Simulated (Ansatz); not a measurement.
Bands of Ga

```yaml
crystal:
  lattice:
    - [-1.40400, 1.40400, 2.22900]
    - [1.40400, -1.40400, 2.22900]
    - [1.40400, 1.40400, -2.22900]
  atoms:
    - { symbol: Ga, position: [0.00000, 0.00000, 0.00000] }
```

The cell is COD entry 9012723, as deposited and not checked against the literature; nothing was relaxed.

Level of theory: Ansatz 0.2.0, DFT, PBE, all-electron LAPW, scalar-relativistic.

Numerical set-up: a Γ-centred 16×16×16 k mesh, Fermi–Dirac smearing of 0.03 eV, basis error target 1 meV/atom, no spin polarisation.

Points in fractions of the reciprocal vectors of this cell: Γ (0, 0, 0), X (0, 0, 0.5), P (0.25, 0.25, 0.25), N (0, 0.5, 0), M (0.5, 0.5, -0.5), S (0.349, 0.651, -0.349), S0 (-0.349, 0.349, 0.349). The path joins them by straight lines in the order Γ–X–P–N–Γ–M–S–S0–Γ; legs that retrace an earlier one aren't tabulated. Energies are in eV from the Fermi level.

Problem. Is there a gap?

Solution. none: with an odd electron count and no spin polarisation the bands can't all be full, a metal in this set-up (spin order or a larger cell could open a gap).

Problem. List the levels between -14 and 8 eV at the symmetry points.

Solution. 
Γ: -11.60
X: -2.26, -1.31, 4.16, 5.07
P: -0.58, -0.15 (×2), 2.02
N: -4.96, -4.29
M: -3.82, -3.68, 6.58 (×2)
S: -2.79, -1.69, -1.20
S0: -2.79, -1.69, -1.20
